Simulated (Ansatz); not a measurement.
K (space group Pm-3m) relaxed with several functionals in Ansatz (plane waves to 420 eV, scalar-relativistic PAW, no spin-orbit coupling, symmetry kept). The database cell has 80.09 Å³/atom; its temperature or method isn't stated, so the comparison with it is no error of the functional. No moments.

| functional | conventional cell | V (Å³/atom) | against the database cell (%) | gap on mesh (eV) | largest moment (μB) |
| --- | --- | --- | --- | --- | --- |
| PBE | a = 4.310 Å, b = 4.310 Å, c = 4.310 Å, α = 90.00°, β = 90.00°, γ = 90.00° | 80.09 | 0.0 | 0.00 | 0.00 |
| LDA | a = 4.103 Å, b = 4.103 Å, c = 4.103 Å, α = 90.00°, β = 90.00°, γ = 90.00° | 69.05 | -13.8 | 0.00 | 0.00 |
| PBE+D3(BJ) | a = 4.179 Å, b = 4.179 Å, c = 4.179 Å, α = 90.00°, β = 90.00°, γ = 90.00° | 72.97 | -8.9 | 0.00 | 0.00 |

This simple cubic form isn't the element's structure at ambient conditions.